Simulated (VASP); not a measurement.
Crystal: In.

```xyz
1
Lattice="-1.6947 1.6947 2.2974 1.6947 -1.6947 2.2974 1.6947 1.6947 -2.2974" Properties=species:S:1:pos:R:3 pbc="T T T"
In    0.0000    0.0000    0.0000
```

- Program: VASP 6.6.1
- Task: relaxation of cell and atoms
- Functional: RPBE
- Potentials or basis: VASP PAW PBE potentials, release 64 (In_d)
- Cutoff: 600 eV
- k mesh: 18 × 18 × 18
- Occupations: gaussian, width 0.1 eV
- Spin: no spin polarisation

At the start: pressure 3.3 GPa; volume 26.39 Å³/atom.

Problem. Where does the relaxation end?

Solution. Over 8 steps the energy falls by 23.5 meV/atom and the volume is 28.76 Å³/atom (+9.0 %); space group Fm-3m (No. 225, to 0.05 Å).

The path:
| step | energy change (eV) | largest force (eV/Å) | pressure (GPa) | volume (Å³) |
| --- | --- | --- | --- | --- |
| 1 | 0.0000 | 0.0000 | 3.30 | 26.39 |
| 2 | -0.0220 | 0.0000 | 0.23 | 28.53 |
| 3 | -0.0222 | 0.0000 | -0.05 | 28.77 |
| 4 | -0.0222 | 0.0000 | 0.01 | 28.72 |
| 5 | -0.0226 | 0.0000 | 0.00 | 28.73 |
| 6 | -0.0233 | 0.0000 | 0.00 | 28.75 |
| 7 | -0.0233 | 0.0000 | -0.16 | 28.78 |
| 8 | -0.0235 | 0.0000 | -0.01 | 28.76 |

Final structure:
```
In
1.0
    -1.72093    1.72093    2.42811
     1.72093   -1.72093    2.42811
     1.72093    1.72093   -2.42811
In
1
Direct
  0.00000 0.00000 0.00000
```

Caveat: the PAW data sets were made with another functional, which shifts forces and pressure a little.
